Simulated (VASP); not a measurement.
# Al (P6_3/mmc) in VASP: further runs, part 2 of 2

VASP 6.6.1. Earlier steps stand in the parts before.

### 3 Relaxation of cell and atoms, r2SCAN

INCAR reads:

```
PREC     = Accurate       # precision mode
ENCUT    = 600            # plane-wave cutoff, eV
EDIFF    = 1E-6           # SCF threshold, eV
ISMEAR   = -1             # smearing method
SIGMA    = 0.05           # smearing width, eV
LREAL    = False          # projectors in reciprocal space
LASPH    = True           # aspherical terms in the spheres
NELM     = 80             # most SCF steps
ALGO     = Normal         # electronic algorithm
ISIF     = 3              # what is computed and relaxed
LWAVE    = False          # write WAVECAR
LCHARG   = False          # write CHGCAR
METAGGA  = R2SCAN         # meta-GGA
LMIXTAU  = True         
IBRION   = 2              # ionic algorithm
NSW      = 60             # ionic steps
EDIFFG   = -0.02          # ionic threshold
```

KPOINTS reads:

```
Automatic mesh
0
Gamma
  10 10 6
```

POSCAR reads:

```
Al
1.0
    2.8124553515      0.0000000000      0.0000000000
   -1.4062276757      2.4356577814      0.0000000000
    0.0000000000      0.0000000000      4.8668500000
Al
2
Direct
    0.3333333333      0.6666666667      0.2500000000
    0.6666666667      0.3333333333      0.7500000000
```

Potentials or basis: VASP PAW PBE potentials, release 64 (Al).

Started as:

```bash
$ cat potpaw_PBE.64/Al/POTCAR > POTCAR
$ mpirun -np 1 vasp_std > vasp.out
```

OUTCAR:

```text
PREC = Accurate
   ENCUT = 600
   EDIFF = 1E-6
   ISMEAR = -1
   LREAL = False
   LASPH = True
   NELM = 80
   ISIF = 3
   METAGGA = R2SCAN
   IBRION = 2
   NSW = 60
   EDIFFG = -0.02

 ion  position               nearest neighbor table
   1  0.333  0.667  0.250-   2 2.93   2 2.93   2 2.93   2 2.93   2 2.93   2 2.93
   2  0.667  0.333  0.750-   1 2.93   1 2.93   1 2.93   1 2.93   1 2.93   1 2.93

  LATTYP: Found a hexagonal cell.
 ALAT       =     2.8124553515
 C/A-ratio  =     1.7304630267

  Lattice vectors:

 A1 = (   2.8124553515,   0.0000000000,   0.0000000000)
 A2 = (  -1.4062276757,   2.4356577814,   0.0000000000)
 A3 = (   0.0000000000,   0.0000000000,   4.8668500000)

Analysis of symmetry for initial positions (statically):
=====================================================================
 Subroutine PRICEL returns:
 Original cell was already a primitive cell.

 Routine SETGRP: Setting up the symmetry group for a
 hexagonal supercell.

 Subroutine GETGRP returns: Found 24 space group operations
 (whereof 12 operations were pure point group operations)
 out of a pool of 24 trial point group operations.

The static configuration has the point symmetry D_3d.
 The point group associated with its full space group is D_6h.

Analysis of symmetry for dynamics (positions and initial velocities):
=====================================================================
 Subroutine PRICEL returns:
 Original cell was already a primitive cell.

 Routine SETGRP: Setting up the symmetry group for a
 hexagonal supercell.

 Subroutine GETGRP returns: Found 24 space group operations
 (whereof 12 operations were pure point group operations)
 out of a pool of 24 trial point group operations.

The dynamic configuration has the point symmetry D_3d.
 The point group associated with its full space group is D_6h.

 Subroutine INISYM returns: Found 24 space group operations
 (whereof 12 operations are pure point group operations),
 and found     1 'primitive' translations

----------------------------------------------------------------------------------------

                                     Primitive cell

  volume of cell :      33.3388

  direct lattice vectors                    reciprocal lattice vectors
     2.812455352  0.000000000  0.000000000     0.355561200  0.205283355  0.000000000
    -1.406227676  2.435657781  0.000000000     0.000000000  0.410566709  0.000000000
     0.000000000  0.000000000  4.866850000     0.000000000  0.000000000  0.205471712

  length of vectors
     2.812455352  2.812455351  4.866850000     0.410566709  0.410566709  0.205471712

  position of ions in fractional coordinates (direct lattice)
     0.333333333  0.666666667  0.250000000
     0.666666667  0.333333333  0.750000000

  ion indices of the primitive-cell ions
   primitive index   ion index
                 1           1
                 2           2

----------------------------------------------------------------------------------------

 KPOINTS: Automatic mesh

Automatic generation of k-mesh.
 Grid dimensions read from file:
 generate k-points for:   10   10    6
[... 50 lines left out ...]
   dimension x,y,z NGXF=    48 NGYF=   48 NGZF=   80
   ions per type =               2
   NGX,Y,Z   is equivalent  to a cutoff of  14.19, 14.19, 13.66 a.u.
   NGXF,Y,Z  is equivalent  to a cutoff of  28.37, 28.37, 27.33 a.u.
 SYSTEM =  unknown system
   PREC   = accura    normal or accurate (medium, high low for compatibility)
   ISTART =      0    job   : 0-new  1-cont  2-samecut
   ICHARG =      2    charge: 1-file 2-atom 10-const
   ISPIN  =      1    spin polarized calculation?
   LNONCOLLINEAR =      F non collinear calculations
   LSORBIT =      F    spin-orbit coupling
   LASPH  =      T    aspherical Exc in radial PAW
   ENCUT  =  600.0 eV  44.10 Ry    6.64 a.u.   5.62  5.62  9.72*2*pi/ulx,y,z
   NELM   =     80;   NELMIN=  2; NELMDL= -5     # of ELM steps
   EDIFF  = 0.1E-05   stopping-criterion for ELM
   LREAL  =      F    real-space projection
   EDIFFG = -.2E-01   stopping-criterion for IOM
   NSW    =     60    number of steps for IOM
   IBRION =      2    ionic relax: 0-MD 1-quasi-New 2-CG
   NFREE  =      1    steps in history (QN), initial steepest desc. (CG)
   ISIF   =      3    stress and relaxation
   ISYM   =      2    0-nonsym 1-usesym 2-fastsym
   POTIM  = 0.5000    time-step for ionic-motion
   TEBEG  =    0.0;   TEEND  =   0.0 temperature during run
   PSTRESS=    0.0 pullay stress
   NELECT =       6.0000    total number of electrons
   NUPDOWN=      -1.0000    fix difference up-down
   EMIN   =  10.00;   EMAX   =-10.00  energy-range for DOS
   EFERMI =   0.00;   METHOD = LEGACY
   ISMEAR =    -1;   SIGMA  =   0.05  broadening in eV -4-tet -1-fermi 0-gaus
   EFERMI_NEDOS =   21; number of points for ismear=-14 and -15
   IALGO  =     38    algorithm
   IMIX   =      4    mixing-type and parameters
     AMIX     =   0.40;   BMIX     =  1.00
     AMIX_MAG =   1.60;   BMIX_MAG =  1.00
  volume/ion in A,a.u.               =      16.67       112.49
  Fermi-wavevector in a.u.,A,eV,Ry     =   0.924291  1.746656 11.623640  0.854313
  Thomas-Fermi vector in A             =   2.050021
   LORBIT       =      0    0 simple, 1 ext, 2 COOP (PROOUT), +10 PAW based schemes
   METAGGA = R2SCAN    functional components
   LHFCALC =     F    Hartree Fock is set to
   AEXX    =    0.0000 exact exchange contribution
   IVDW    =     0    specifies the selected vdW correction
   LEPSILON=     F    determine dielectric tensor
   LRPA    =     F    only Hartree local field effects (RPA)
 conjugate gradient relaxation of ions
 non-spin polarized calculation
  energy-cutoff  :      600.00
  volume of cell :       33.34
 maximum number of plane-waves:      1136
 NGX is ok and might be reduce to    24
   NGX = 11   NGY = 11   NGZ = 19

--------------------------------------- Ionic step        1  -------------------------------------------

 number of electron       6.0000000 magnetization

 Free energy of the ion-electron system (eV)
  ---------------------------------------------------
  ext. energy  EPLUGINS =         0.00000000
  ---------------------------------------------------
  free energy    TOTEN  =       -13.37281782 eV

  energy without entropy =      -13.36304458  energy(sigma->0) =      -13.36793120

------------------------ aborting loop because EDIFF is reached ----------------------------------------

  FORCE on cell =-STRESS in cart. coord.  units (eV):
  Direction    XX          YY          ZZ          XY          YZ          ZX
  --------------------------------------------------------------------------------------
  -------------------------------------------------------------------------------------
  Total       -0.4105679     -0.4105679     -1.2775204     -0.0000000     -0.0000000      0.0000000
  in kB      -19.7308476    -19.7308476    -61.3943698     -0.0000000     -0.0000000      0.0000000
  external PRESSURE =     -33.6186883 kB  Pullay stress =       0.0000000 kB
[... 275 lines left out ...]
--------------------------------------- Ionic step        9  -------------------------------------------

 number of electron       6.0000000 magnetization

 Free energy of the ion-electron system (eV)
  ---------------------------------------------------
  ext. energy  EPLUGINS =         0.00000000
  ---------------------------------------------------
  free energy    TOTEN  =       -13.42097660 eV

  energy without entropy =      -13.41623025  energy(sigma->0) =      -13.41860342

 E-fermi :   8.3326     XC(G=0): -11.0340

 val. band max:        8.3094960389   @ k =   0.4000   0.1000   0.0000
 cond. band min:       8.3589966337   @ k =   0.4000   0.2000   0.1667
 fundamental gap:      0.0495005948
 Fermi energy:         8.3326364835

 k-point     1 :       0.0000    0.0000    0.0000
  band No.  band energies     occupation
      1      -3.7213      2.00000
      2       3.1966      2.00000
      3       3.7201      2.00000
      4      20.0365      0.00000
      5      20.0365      0.00000
      6      20.2417      0.00000
      7      20.2417      0.00000
[... 221 lines left out ...]
 k-point    24 :       0.4000    0.1000    0.1667
  band No.  band energies     occupation
      1       1.8860      2.00000
      2       4.3233      2.00000
      3       6.6532      2.00000
      4       8.9756      0.00001
      5      10.8979      0.00000
      6      12.2496      0.00000
      7      13.9832      0.00000

 [... further k-points ...]

------------------------ aborting loop because EDIFF is reached ----------------------------------------

  FORCE on cell =-STRESS in cart. coord.  units (eV):
  Direction    XX          YY          ZZ          XY          YZ          ZX
  --------------------------------------------------------------------------------------
  -------------------------------------------------------------------------------------
  Total        0.0041815      0.0041815     -0.0137853      0.0000000     -0.0000000      0.0000000
  in kB        0.2096351      0.2096351     -0.6911075      0.0000000     -0.0000000      0.0000000
  external PRESSURE =      -0.0906124 kB  Pullay stress =       0.0000000 kB
[... 17 lines left out ...]
  FREE ENERGIE OF THE ION-ELECTRON SYSTEM (eV)
  ---------------------------------------------------
  free  energy   TOTEN  =       -13.4209765959 eV

  energy  without entropy=      -13.4162302504  energy(sigma->0) =      -13.41860342

 reached required accuracy - stopping structural energy minimisation
```

Wall time 2.9 min (1 thread of Intel Xeon Platinum 8488C (Sapphire Rapids), shared host); peak memory 0.16 GiB.

What came out:

```
Free energy                            : -13.4210 eV
Relaxed volume                         : 15.98 Å³/atom
Relaxed cell                           : a = 2.823 Å, b = 2.823 Å, c = 4.629 Å, α = 90.00°, β = 90.00°, γ = 120.00°
Space group after relaxing (to 0.05 Å) : P6_3/mmc (No. 194)
Energy gained by relaxing              : 24.1 meV/atom
Ionic steps                            : 9
Pressure after relaxing                : 0.0 GPa
Band gap on the k mesh                 : none (metal or under the smearing width)
```

Stress tensor (GPa, compression positive):
```
 0.02  0.00  0.00
 0.00  0.02  0.00
 0.00  0.00 -0.07
```

The path:
```csv
step,energy change (eV),largest force (eV/Å),pressure (GPa),volume (Å³)
1,0.0000,0.0000,-3.36,33.34
2,-0.0319,0.0000,0.66,31.67
3,-0.0330,0.0000,1.47,31.40
4,-0.0408,0.0000,2.33,31.19
5,-0.0438,0.0000,2.07,31.26
6,-0.0477,0.0000,-0.51,32.13
7,-0.0481,0.0000,0.09,31.92
8,-0.0481,0.0000,0.05,31.94
9,-0.0482,0.0000,-0.01,31.96
```

Final structure:
```yaml
crystal:
  lattice:
    - [2.82334, 0.00000, 0.00000]
    - [-1.41167, 2.44509, 0.00000]
    - [0.00000, 0.00000, 4.62939]
  atoms:
    - { symbol: Al, position: [0.33333, 0.66667, 0.25000] }
    - { symbol: Al, position: [0.66667, 0.33333, 0.75000] }
```

Levels at points of the mesh, in eV from the Fermi level:
| k point | band 1 | band 2 | band 3 | band 4 | band 5 | band 6 | band 7 |
| --- | --- | --- | --- | --- | --- | --- | --- |
| (0.00, 0.00, 0.00) | -12.05 | -5.14 | -4.61 | 11.70 | 11.70 | 11.91 | 11.91 |
| (0.50, 0.00, 0.00) | -5.65 | -5.63 | 0.63 | 1.33 | 1.42 | 2.06 | 6.24 |
| (0.00, 0.00, 0.50) | -10.23 | -10.23 | 3.68 | 3.68 | 12.81 | 12.81 | 12.81 |
| (0.50, 0.00, 0.50) | -4.32 | -4.32 | -3.36 | -3.36 | 7.80 | 7.80 | 8.06 |

Caveat: the PAW data sets were made with another functional, which shifts forces and pressure a little.

### 4 Relaxation of cell and atoms, PBEsol

INCAR reads:

```
SYSTEM = Al
PREC = Accurate
ENCUT = 600
EDIFF = 1E-6
ISMEAR = -1
SIGMA = 0.05
LREAL = .FALSE.
LASPH = .TRUE.
NELM = 100
ALGO = Fast
ISIF = 3
LWAVE = .FALSE.
LCHARG = .FALSE.
GGA = PS
IBRION = 2
NSW = 60
EDIFFG = -0.01
```

KPOINTS reads:

```
Automatic mesh
0
G
  10 10 6
  0 0 0
```

POSCAR is that of step 3.

Potentials or basis: VASP PAW PBE potentials, release 64 (Al).

Started as:

```bash
$ cat potpaw_PBE.64/Al/POTCAR > POTCAR
$ mpirun -np 1 vasp_std > vasp.out
```

OUTCAR:

```text
SYSTEM = Al
   PREC = Accurate
   ENCUT = 600
   EDIFF = 1E-6
   ISMEAR = -1
   LREAL = .FALSE.
   LASPH = .TRUE.
   NELM = 100
   ISIF = 3
   GGA = PS
   IBRION = 2
   NSW = 60
   EDIFFG = -0.01

 ion  position               nearest neighbor table
   1  0.333  0.667  0.250-   2 2.93   2 2.93   2 2.93   2 2.93   2 2.93   2 2.93
   2  0.667  0.333  0.750-   1 2.93   1 2.93   1 2.93   1 2.93   1 2.93   1 2.93

  LATTYP: Found a hexagonal cell.
 ALAT       =     2.8124553515
 C/A-ratio  =     1.7304630267

  Lattice vectors:

 A1 = (   2.8124553515,   0.0000000000,   0.0000000000)
 A2 = (  -1.4062276757,   2.4356577814,   0.0000000000)
 A3 = (   0.0000000000,   0.0000000000,   4.8668500000)

Analysis of symmetry for initial positions (statically):
=====================================================================
 Subroutine PRICEL returns:
 Original cell was already a primitive cell.

 Routine SETGRP: Setting up the symmetry group for a
 hexagonal supercell.

 Subroutine GETGRP returns: Found 24 space group operations
 (whereof 12 operations were pure point group operations)
[... 175 lines left out ...]
  --------------------------------------------------------------------------------------
  -------------------------------------------------------------------------------------
  Total        0.0556585      0.0556585     -0.8440616      0.0000000     -0.0000000      0.0000000
  in kB        2.6748077      2.6748077    -40.5634462      0.0000000     -0.0000000      0.0000000
  external PRESSURE =     -11.7379436 kB  Pullay stress =       0.0000000 kB
[... 275 lines left out ...]
--------------------------------------- Ionic step        9  -------------------------------------------

 number of electron       6.0000000 magnetization

 Free energy of the ion-electron system (eV)
  ---------------------------------------------------
  ext. energy  EPLUGINS =         0.00000000
  ---------------------------------------------------
  free energy    TOTEN  =        -8.14119571 eV

  energy without entropy =       -8.13719557  energy(sigma->0) =       -8.13919564

 E-fermi :   8.0793     XC(G=0): -10.2982

 val. band max:        7.9513367377   @ k =   0.4000   0.2000   0.0000
 cond. band min:       8.0950396416   @ k =   0.4000   0.2000   0.1667
 fundamental gap:      0.1437029040
 Fermi energy:         8.0793056876

 k-point     1 :       0.0000    0.0000    0.0000
  band No.  band energies     occupation
      1      -3.1436      2.00000
      2       3.4026      2.00000
      3       3.6073      2.00000
      4      18.7924      0.00000
      5      18.7924      0.00000
      6      19.1504      0.00000
      7      19.1504      0.00000
[... 221 lines left out ...]
 k-point    24 :       0.4000    0.1000    0.1667
  band No.  band energies     occupation
      1       2.0671      2.00000
      2       4.3611      2.00000
      3       6.4602      2.00000
      4       8.6418      0.00003
      5      10.4812      0.00000
      6      11.6047      0.00000
      7      13.1112      0.00000

 [... further k-points ...]
[... 5 lines left out ...]
  --------------------------------------------------------------------------------------
  -------------------------------------------------------------------------------------
  Total        0.0019142      0.0019142     -0.0003486      0.0000000      0.0000000     -0.0000000
  in kB        0.0939678      0.0939678     -0.0171133      0.0000000      0.0000000     -0.0000000
  external PRESSURE =       0.0569408 kB  Pullay stress =       0.0000000 kB
[... 17 lines left out ...]
  FREE ENERGIE OF THE ION-ELECTRON SYSTEM (eV)
  ---------------------------------------------------
  free  energy   TOTEN  =        -8.1411957107 eV

  energy  without entropy=       -8.1371955722  energy(sigma->0) =       -8.13919564

 reached required accuracy - stopping structural energy minimisation
```

Run time: 30 s. Hardware: 1 thread of Intel Xeon Platinum 8488C (Sapphire Rapids), shared host; peak memory 0.15 GiB.

What came out:

```
Free energy                            : -8.1412 eV
Relaxed volume                         : 16.32 Å³/atom
Relaxed cell                           : a = 2.842 Å, b = 2.842 Å, c = 4.665 Å, α = 90.00°, β = 90.00°, γ = 120.00°
Space group after relaxing (to 0.05 Å) : P6_3/mmc (No. 194)
Energy gained by relaxing              : 17.1 meV/atom
Ionic steps                            : 9
Pressure after relaxing                : 0.0 GPa
Band gap on the k mesh                 : none (metal or under the smearing width)
```

Step by step:
```
step  energy change (eV)  largest force (eV/Å)  pressure (GPa)  volume (Å³)
   1              0.0000                0.0000           -1.17        33.34
   2             -0.0200                0.0000           -0.01        32.75
   3              0.0132                0.0000            4.92        30.95
   4             -0.0305                0.0000            1.12        32.23
   5             -0.0309                0.0000            1.49        32.08
   6             -0.0295                0.0000            0.14        32.57
   7             -0.0329                0.0000            0.88        32.29
   8             -0.0340                0.0000           -0.23        32.73
   9             -0.0341                0.0000            0.01        32.64
```

Final structure:
```yaml
crystal:
  lattice:
    - [2.84229, 0.00000, 0.00000]
    - [-1.42115, 2.46150, 0.00000]
    - [0.00000, 0.00000, 4.66510]
  atoms:
    - { symbol: Al, position: [0.33333, 0.66667, 0.25000] }
    - { symbol: Al, position: [0.66667, 0.33333, 0.75000] }
```

Levels at points of the mesh, in eV from the Fermi level:
```tsv
k point	band 1	band 2	band 3	band 4	band 5	band 6	band 7
(0.00, 0.00, 0.00)	-11.22	-4.68	-4.47	10.71	10.71	11.07	11.07
(0.50, 0.00, 0.00)	-5.34	-5.17	0.59	1.09	1.46	1.74	5.68
(0.00, 0.00, 0.50)	-9.53	-9.53	3.35	3.35	11.92	11.92	11.92
(0.50, 0.00, 0.50)	-3.96	-3.96	-3.24	-3.24	7.13	7.13	7.58
```

Caveat: the PAW data sets were made with another functional, which shifts forces and pressure a little.

### 5 For comparison

An earlier run on the cell as given: functional PBE; potentials or basis VASP PAW PBE potentials, release 64 (Al); cutoff 520 eV; k mesh 11 × 11 × 6; occupations fermi-dirac, width 0.05 eV; no spin polarisation.

- Pressure: 0.1 GPa
- Band gap on the k mesh: none (metal or under the smearing width)

### 6 Summary

```csv
task,level,potentials or basis,cell,k mesh,cutoff (eV),ladder,gap on the mesh (eV),pressure (GPa),relaxed volume (Å³/atom)
relaxation of cell and atoms,LDA,"VASP PAW LDA potentials, release 64 (Al)",relaxed,10 × 10 × 6,600,gaps,none,0.0,15.95
relaxation of cell and atoms,r2SCAN,"VASP PAW PBE potentials, release 64 (Al)",relaxed,10 × 10 × 6,600,gaps,none,0.0,15.98
relaxation of cell and atoms,PBEsol,"VASP PAW PBE potentials, release 64 (Al)",relaxed,10 × 10 × 6,600,gaps,none,0.0,16.32
single point,PBE,"VASP PAW PBE potentials, release 64 (Al)",as given,11 × 11 × 6,520,-,none,0.1,-
```

Alike in all rows: no spin polarisation; smearing fermi-dirac 0.05 eV.

Caveats: the PAW data sets were made with another functional, which shifts forces and pressure a little (some runs).

Absolute energies hang on the potentials; compare differences alone.
